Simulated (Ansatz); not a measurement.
TiO₂: Coordination and ¹⁷O quadrupole coupling

Cell: a Materials Project structure (computed, not necessarily an observed phase).

```cif
data_TiO2
_symmetry_space_group_name_H-M 'P2_1/c'
_symmetry_Int_Tables_number 14
_cell_length_a 4.8127
_cell_length_b 4.8719
_cell_length_c 5.0410
_cell_angle_alpha 90.000
_cell_angle_beta 99.856
_cell_angle_gamma 90.000
loop_
_atom_site_label
_atom_site_type_symbol
_atom_site_symmetry_multiplicity
_atom_site_Wyckoff_symbol
_atom_site_fract_x
_atom_site_fract_y
_atom_site_fract_z
Ti Ti 4 e 0.2774 0.4472 0.7131
O5 O 4 e 0.4454 0.7424 0.9668
O9 O 4 e 0.0638 0.3230 0.3516
```

One atom of each set is listed.

The numbers come from a DFT calculation in Ansatz (PBE, plane waves and PAW (field gradients read without the response of the frozen cores, which leaves them typically 4 to 6 % off), scalar-relativistic, 420 eV cutoff, Γ-centred 5×4×4 k-points, Fermi–Dirac smearing 0.02 eV).

Q(¹⁷O) = -25.58 mb.

(1) Order the O environments from the weakest to the strongest quadrupole coupling.
A. O9: 3 Ti at 1.88–2.03 Å
B. O5: 4 Ti at 2.00–2.20 Å

## Answers

(1) B (0.849 MHz, η = 0.50), A (1.54 MHz, η = 0.96).

Like point charges on the first shell alone (each adding as 1/d³) would give the same order.
